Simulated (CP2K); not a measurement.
Pt:

```
CELL_PARAMETERS angstrom
2.74346 0.00000 0.00000
-0.91281 2.60623 0.00000
-0.91209 -1.27385 2.22409
ATOMIC_POSITIONS crystal
Pt 0.00000 0.00000 0.00000
```

This isn't the form of Pt at room conditions, which is fcc.

Base run:

| Property | Result |
| --- | --- |
| Program | CP2K 2026.2 |
| Functional | PW91 |
| Potentials or basis | POTENTIAL_UZH Pt GTH-PBE-q18; TZVP-MOLOPT-PBE-GTH basis |
| Density cutoff | 9184 eV |
| k mesh | 12 × 12 × 12 |
| Occupations | fermi-dirac, width 0.05 eV |
| Spin | no spin polarisation |

Its results: band gap on the k mesh none (metal or under the smearing width); pressure -0.2 GPa.

**Question.** The run is repeated on the same cell with these changes: functional from PW91 to LDA. What comes out?

**Answer.** Band gap on the k mesh none (metal or under the smearing width); pressure -15.0 GPa.

LDA binds more tightly than PW91, so the same cell stands under less pressure.

Caveats: the potentials were made for another functional, which shifts forces and pressure; the basis of atomic orbitals isn't converged, which shifts pressures, moduli and gaps; spin-orbit coupling is left out, which moves the levels of the heavy elements (some runs).
